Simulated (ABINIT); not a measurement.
A run of ABINIT 10.8.3 (patched build):

The input run.abi:

```
# Datasets: ground state, then fixed potential
ndtset 2

# Pseudopotentials
pp_dirpath "./"
pseudos "Sn.LDA_PW-JTH.xml, O.LDA_PW-JTH.xml"

# Structure
acell 3*1.0 Angstrom
rprim
     4.7380000000     0.0000000000     0.0000000000
     0.0000000000     4.7380000000     0.0000000000
     0.0000000000     0.0000000000     3.1865000000
ntypat 2
znucl 50 8
natom 6
typat 1 1 2 2 2 2
xcart
     2.3690000000     2.3690000000     1.5932500000
     0.0000000000     0.0000000000     0.0000000000
     3.8240398000     0.9139602000     1.5932500000
     3.2829602000     3.2829602000     0.0000000000
     0.9139602000     3.8240398000     1.5932500000
     1.4550398000     1.4550398000     0.0000000000 Angstrom

# Plane-wave basis
ecut 23.0
pawecutdg 45.0

# Exchange and correlation
ixc 7

# Bands and occupations
occopt 3
tsmear 0.05 eV

# SCF cycle
nstep 100

# Output
iomode 3
prtwf 0
prteig 0
prtebands 0
enunit 1
prtden1 1
prtvha1 1
prtvclmb1 1
prtpot1 1

# Dataset 1
kptopt1 1
ngkpt1 6 6 8
nshiftk1 1
shiftk1 0.0 0.0 0.0
nband1 32
tolvrs1 1.0e-9

# Dataset 2: bands along G-X-M-G-Z-R-A-Z
iscf2 -2
getden2 1
nband2 38
nbdbuf2 4
tolwfr2 1.0e-11
kptopt2 -7
ndivsm2 5
prteig2 1
prtvol2 -3
kptbounds2
     0.0000000000     0.0000000000     0.0000000000
     0.0000000000     0.5000000000     0.0000000000
     0.5000000000     0.5000000000     0.0000000000
     0.0000000000     0.0000000000     0.0000000000
     0.0000000000     0.0000000000     0.5000000000
     0.0000000000     0.5000000000     0.5000000000
     0.5000000000     0.5000000000     0.5000000000
     0.0000000000     0.0000000000     0.5000000000
```

Potentials or basis: JTH PAW LDA v2.0.

Command:

```sh
$ abinit run.abi > log 2>&1
```

Hardware: 1 thread of Arm Neoverse V2 (shared host).

Estimate the wall time of this run.

Run time: 3.4 min on 1 thread of Arm Neoverse V2, with other jobs on the host, peak memory 0.19 GiB. Counts: scf iterations 11, mpi ranks 1, k points 50, bands 32, plane waves 2573.
